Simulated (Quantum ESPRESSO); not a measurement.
A calculation with Quantum ESPRESSO 7.5 of HgSe (ASE script, structure from a POSCAR):

The input run.py:

```python
import numpy as np
from ase.calculators.espresso import Espresso, EspressoProfile
from ase.io import read

atoms = read('POSCAR')

input_data = {
    'control': {'calculation': 'scf', 'prefix': 'pwscf', 'outdir': './tmp', 'tprnfor': True, 'tstress': True, 'disk_io': 'nowf'},
    'system': {'ecutwfc': 60.0, 'ecutrho': 440.0, 'nbnd': 20, 'occupations': 'smearing', 'smearing': 'fd', 'degauss': 0.00367493},
    'electrons': {'conv_thr': 4e-10, 'electron_maxstep': 120, 'mixing_beta': 0.5},
}
pseudopotentials = {'Hg': 'Hg_ONCV_PBE-1.0.oncvpsp.upf', 'Se': 'Se_pbe_v1.uspp.F.UPF'}
profile = EspressoProfile(command='pw.x', pseudo_dir='pseudo')
atoms.calc = Espresso(profile=profile, input_data=input_data, pseudopotentials=pseudopotentials, kpts=(8, 8, 8), koffset=(0, 0, 0))

print(f'energy {atoms.get_potential_energy():.8f} eV')
print('forces (eV/A)')
print(np.round(atoms.get_forces(), 6))
print('stress (eV/A^3, Voigt)')
print(np.round(atoms.get_stress(), 8))
print(f'Fermi level {atoms.calc.get_fermi_level():.4f} eV')
```

POSCAR

```
HgSe
1.0
    0.0000000000      3.0390000000      3.0390000000
    3.0390000000      0.0000000000      3.0390000000
    3.0390000000      3.0390000000      0.0000000000
Hg Se
1 1
Direct
    0.0000000000      0.0000000000      0.0000000000
    0.7500000000      0.7500000000      0.7500000000
```

Potentials or basis: SSSP 1.3 efficiency PBE.

Command:

```bash
$ OMP_NUM_THREADS=1 python run.py
```

**Question.** Write the same calculation in another form: native input, structure typed inline.

**Answer.** As run:

File pw.in:

```
&CONTROL
  calculation = 'scf'
  prefix = 'pwscf'
  outdir = './tmp'
  pseudo_dir = './pseudo'
  tprnfor = .true.
  tstress = .true.
  disk_io = 'nowf'
/
&SYSTEM
  ibrav = 0
  nat = 2
  ntyp = 2
  ecutwfc = 60
  ecutrho = 440
  nbnd = 20
  occupations = 'smearing'
  smearing = 'fd'
  degauss = 0.00367493
/
&ELECTRONS
  conv_thr = 4d-10
  electron_maxstep = 120
  mixing_beta = 0.5
/
ATOMIC_SPECIES
Hg   200.5920 Hg_ONCV_PBE-1.0.oncvpsp.upf
Se    78.9710 Se_pbe_v1.uspp.F.UPF
CELL_PARAMETERS angstrom
   0.0000000000    3.0390000000    3.0390000000
   3.0390000000    0.0000000000    3.0390000000
   3.0390000000    3.0390000000    0.0000000000
ATOMIC_POSITIONS crystal
Hg     0.0000000000    0.0000000000    0.0000000000
Se     0.7500000000    0.7500000000    0.7500000000
K_POINTS automatic
8 8 8 0 0 0
```

Potentials or basis: SSSP 1.3 efficiency PBE.

The run is started by

```bash
$ OMP_NUM_THREADS=1 pw.x -in pw.in > pw.out
```

Both were run:

|  | ASE script, structure from a POSCAR | native input, structure typed inline |
| --- | --- | --- |
| Pressure | 4.5 GPa | 4.5 GPa |
| Band gap on the k mesh | none (metal or under the smearing width) | none (metal or under the smearing width) |

Keys that steer only the numerical path or the files written may differ.
